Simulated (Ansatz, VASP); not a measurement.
BN in VASP and in Ansatz

```
B N
1.0
     2.46824    0.00000    0.00000
    -1.23412    2.13756    0.00000
     0.00000    0.00000    5.14001
B N
2 2
Direct
  0.33333 0.66667 0.25000
  0.66667 0.33333 0.75000
  0.33333 0.66667 0.75000
  0.66667 0.33333 0.25000
```

Alike in both runs: functional PBEsol; k mesh 12 × 12 × 4; occupations gaussian, width 0.02 eV; no spin polarisation.

Ansatz relaxed the structure, and its values are those at the end. VASP's run is a single point on that final structure, the one shown.

```csv
,VASP,Ansatz
version,VASP 6.6.1,Ansatz 0.2.0
potentials or method,"VASP PAW PBE potentials, release 64 (B, N)","scalar-relativistic, plane waves, PAW"
plane-wave cutoff (eV),520,420
valence electrons in the cell,16,16
```

|  | VASP | Ansatz | Ansatz less VASP |
| --- | --- | --- | --- |
| gap on the k mesh at the Fermi level (eV) | 3.75 | 3.76 | +0.012 |
| least direct gap on the mesh (eV) | 4.26 | 4.27 | +0.011 |
| pressure (GPa) | 25.5 | 25.0 | -0.47 |

Caveats: so large a pressure means that the cell lies far from this level's equilibrium, or that cutoff or potentials fall short (VASP); the potentials were made for another functional, which shifts forces and pressure (VASP). As with any semilocal functional, this PBEsol gap is likely too small. A k mesh can miss the band edges.
